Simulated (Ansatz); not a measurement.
**Structures of CdS: which is lowest?**

Plane-wave DFT in Ansatz with scalar-relativistic PAW potentials, cutoff 420 eV, Γ-centred meshes chosen by cell and gap, Gaussian smearing with energies taken to zero width. Every cell was relaxed (cell and atoms) in a run of its own, within the symmetry of its start. Functional: PBE+D3(BJ).

Relaxed structures (starts from databases or built by putting these elements on another compound's sites):
A. F-43m, 2 atoms in the computed cell, a = 5.853 Å; sites (symmetry × multiplicity) Cd -43m × 4, S -43m × 4; start: database
B. P3m1, 2 atoms in the computed cell, a = 4.098 Å, c = 3.828 Å; sites (symmetry × multiplicity) Cd 3m. × 1, S 3m. × 1; start: database

**Question.** Rank them by energy. Could pressure change the order?

**Answer.**
| structure | group | E − E(lowest) (meV/atom) | V (Å³/atom) | gap on mesh (eV) |
| --- | --- | --- | --- | --- |
| A | F-43m | 0.0 | 25.06 | 1.12 |
| B | P3m1 | 329 | 27.83 | 0.90 |

A is lowest, 329 meV/atom under B. The lowest is also the densest of these, so pressure wouldn't bring one of the others in at first order. Other structures may lie lower than all of these, and vibrations aren't counted.